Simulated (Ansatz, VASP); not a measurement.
## Two plane-wave programs on AlN

```
Al N
1.0
     0.00000    2.06129    2.06129
     2.06129    0.00000    2.06129
     2.06129    2.06129    0.00000
Al N
1 1
Direct
  0.50000 0.50000 0.50000
  0.00000 0.00000 0.00000
```

Change from the starting cell: volume scaled by 1.04.

Alike in both runs: task single point; functional PBE; k mesh 11 × 11 × 11; occupations fermi-dirac, width 0.05 eV; no spin polarisation.

|  | VASP | Ansatz |
| --- | --- | --- |
| version | VASP 6.6.1 | Ansatz 0.2.0 |
| potentials or method | VASP PAW PBE potentials, release 64 (Al, N) | Ansatz PAW |
| plane-wave cutoff (eV) | 520 | 420 |
| valence electrons in the cell | 8 | 8 |

Ansatz gave:

```
gap on the k mesh at the Fermi level (eV) : 4.21
least direct gap on the mesh (eV)         : 4.85
pressure (GPa)                            : -8.9
```

What did VASP give for the same quantities?

gap on the k mesh at the Fermi level (eV): 4.19; least direct gap on the mesh (eV): 4.86; pressure (GPa): -9.1.

Caveats: an odd mesh through Γ misses points on the zone boundary, where band edges often lie (VASP); odd divisions of the mesh miss points on the zone boundary, where band edges often lie, so the gap on the mesh can be too wide (Ansatz); the pressure holds a Pulay correction of +0.5 GPa for the finite cutoff (Ansatz).
